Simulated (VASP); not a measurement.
Runs of VASP 6.6.1 on SnS2. The cell holds a sheet with vacuum, 3 atoms: a = 3.680 Å, b = 3.680 Å, c = 18.960 Å, α = 90.00°, β = 90.00°, γ = 120.00°. The cell was built by a generator and needn't be a form met in nature.

```tsv
task	level	spin	cell	k mesh	cutoff (eV)	dipole correction	grid for exact exchange (PRECFOCK)	screening parameter	exchange at q = 0	gap on the mesh (eV)	largest force (eV/Å)
relaxation of cell and atoms	PBE+D3(BJ)	off	relaxed	12 × 12 × 1	600	no	-	-	-	1.58	-
work function	PBE	off	P-3m1, 73.43 Å³/atom	12 × 12 × 1	520	yes	-	-	-	1.58	0.07
work function	HSE06	off	P-3m1, 73.43 Å³/atom	6 × 6 × 1	520	yes	Fast	0.2 1/A	-	2.41	0.42
work function	PBE0	off	P-3m1, 73.43 Å³/atom	6 × 6 × 1	520	yes	Fast	-	default	(a)	0.44
work function	PBE	non-collinear, zero start, SOC	P-3m1, 73.43 Å³/atom	12 × 12 × 1	520	yes	-	-	-	-	0.07
```

Alike in all rows: potentials or basis VASP PAW PBE potentials, release 64 (S, Sn_d); smearing gaussian 0.03 eV.

Task: Fill in the values left out.

Result: (a) 3.11.

Caveats: spin-orbit coupling is left out, which moves the levels of the heavy elements (some runs); the PAW data sets were made with another functional, which shifts forces and pressure a little (some runs).

A k mesh can miss the band edges, and rows without SOC leave out spin-orbit coupling on Sn.
